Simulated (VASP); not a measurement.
Here is a VASP 6.6.1 calculation.

File INCAR:

```
ALGO = Fast
EDIFF = 1E-7
ENCUT = 520
GGA = PS
ICORELEVEL = 1
ISIF = 2
ISMEAR = -1
ISPIN = 2
LASPH = True
LCHARG = False
LDAU = True
LDAUJ = 0 0
LDAUL = 2 -1
LDAUPRINT = 1
LDAUTYPE = 2
LDAUU = 3.25 0
LMAXMIX = 4
LORBIT = 11
LREAL = False
LWAVE = False
MAGMOM = 2 0
NELM = 120
PREC = Accurate
SIGMA = 0.05
```

KPOINTS

```
k-points
0
Gamma
  14 14 14
```

Contents of POSCAR:

```
VN
1.0
    0.0000000000      2.0640000000      2.0640000000
    2.0640000000      0.0000000000      2.0640000000
    2.0640000000      2.0640000000      0.0000000000
V N
1 1
Direct
    0.0000000000      0.0000000000      0.0000000000
    0.5000000000      0.5000000000      0.5000000000
```

Potentials or basis: VASP PAW PBE potentials, release 64 (V_sv, N).

Command:

```bash
$ cat potpaw_PBE.64/V_sv/POTCAR potpaw_PBE.64/N/POTCAR > POTCAR
$ mpirun -np 1 vasp_std > vasp.out
```

Question: Predict the site moments.

Answer: V +1.61; N -0.07 μB.

Question: What does it give for the band gap on the k mesh?

Answer: None (metal or under the smearing width).

Eigenvalues of the final occupation matrices:
| site | spin | trace | eigenvalues |
| --- | --- | --- | --- |
| site 1 d | 1 | 2.37 | 0.30 0.30 0.59 0.59 0.59 |
| site 1 d | 2 | 0.77 | 0.11 0.11 0.11 0.22 0.22 |

 The state reached can hang on the start; a lower one may exist.
